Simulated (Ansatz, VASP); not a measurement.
**One calculation of Sr2O, two programs**

The input INCAR:

```
SYSTEM = Sr2O
PREC = Accurate
ENCUT = 520
EDIFF = 1E-6
ISMEAR = 0
SIGMA = 0.1
LREAL = .False.
LASPH = .True.
NELM = 80
ALGO = Normal
ISIF = 2
LWAVE = .False.
LCHARG = .False.
LDIPOL = .True.
IDIPOL = 3
DIPOL = 0.5 0.5 0.500
GGA = PE
NBANDS = 20
```

KPOINTS

```
Automatic mesh
0
Gamma
  6 6 1
  0 0 0
```

The input POSCAR:

```
Sr2O
1.0
    3.8718417900      0.0000000000      0.0000000000
   -1.9359208900      3.3531136100      0.0000000000
    0.0000000000      0.0000000000     18.0000000000
Sr O
2 1
Direct
    0.3333333300      0.6666666700      0.4138729500
    0.6666666700      0.3333333300      0.5861270500
    0.0000000000      0.0000000000      0.5000000000
```

Input for Ansatz:

```yaml
crystal:
  lattice:
    - [3.87184179, 0.0, 0.0]
    - [-1.93592089, 3.35311361, 0.0]
    - [0.0, 0.0, 18.0]
  atoms:
    - { symbol: Sr, position: [0.33333333, 0.66666667, 0.41387295] }
    - { symbol: Sr, position: [0.66666667, 0.33333333, 0.58612705] }
    - { symbol: O, position: [0.0, 0.0, 0.5] }
  periodic: [true, true, false]
basis:
  ecutwfc: 420
kpoints:
  mp_grid: { grid: [6, 6, 1] }
hamiltonian:
  xc: pbe
scf:
  occupations: { method: gaussian, width: 0.1 }
  lower_state_search: "off"
output:
  forces: true
  stress: true
  eigenvalues: true
```

Change from the starting cell: species swapped into a sheet of the MgI2 type.

Alike in both runs: task single point; functional PBE; k mesh 6 × 6 × 1; occupations gaussian, width 0.1 eV; no spin polarisation.

|  | VASP | Ansatz |
| --- | --- | --- |
| version | VASP 6.6.1 | Ansatz 0.2.0 |
| potentials or method | VASP PAW PBE potentials, release 64 (Sr_sv, O) | scalar-relativistic, plane waves, PAW |
| plane-wave cutoff (eV) | 520 | 420 |
| valence electrons in the cell | 26 | 26 |

```tsv
	VASP	Ansatz	Ansatz less VASP
gap on the k mesh at the Fermi level (eV)	none	none	-
rms of the force components (eV/Å)	0.173	0.185	+0.0123
```

Atom by atom the forces differ by 0.012 eV/Å (rms over components). A gap of «none» marks a metal or a gap that the smearing closes. Ansatz warned: «slab_cell_height_set».
